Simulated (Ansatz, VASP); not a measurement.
## One calculation of MgS (Niningerite), two programs

```
S Mg
1.0
     0.00000    2.60165    2.60165
     2.60165    0.00000    2.60165
     2.60165    2.60165    0.00000
S Mg
1 1
Direct
  0.50000 0.50000 0.50000
  0.00000 0.00000 0.00000
```

Alike in both runs: functional r2SCAN; k mesh 9 × 9 × 9; occupations fermi-dirac, width 0.05 eV; no spin polarisation.

```csv
,VASP,Ansatz
version,VASP 6.6.1,Ansatz 0.2.0
potentials or method,"VASP PAW PBE potentials, release 64 (S, Mg)",Ansatz PAW
plane-wave cutoff (eV),520,500
valence electrons in the cell,8,16
task,single point,band structure
```

Ansatz gave:

| Quantity | Value |
| --- | --- |
| gap on the k mesh at the Fermi level (eV) | 3.59 |
| least direct gap on the mesh (eV) | 4.64 |
| pressure (GPa) | 0.0 |

**Question.** Estimate VASP's values.

**Answer.** gap on the k mesh at the Fermi level (eV): 3.56; least direct gap on the mesh (eV): 4.62; pressure (GPa): -0.5.

The two sets of potentials don't hold the same shells in valence.

Caveats: the PAW data sets were made with another functional, which shifts forces and pressure a little (VASP); an odd mesh through Γ misses points on the zone boundary, where band edges often lie (VASP); the k mesh misses the band edges, so the gap on the mesh is wider than the one along the path (Ansatz); the PAW data sets come from PBE, with cores solved anew for the run's functional, which leaves a small shift of forces and pressure (Ansatz). r2SCAN opens gaps a little over a GGA but as a rule still falls short of measured ones.
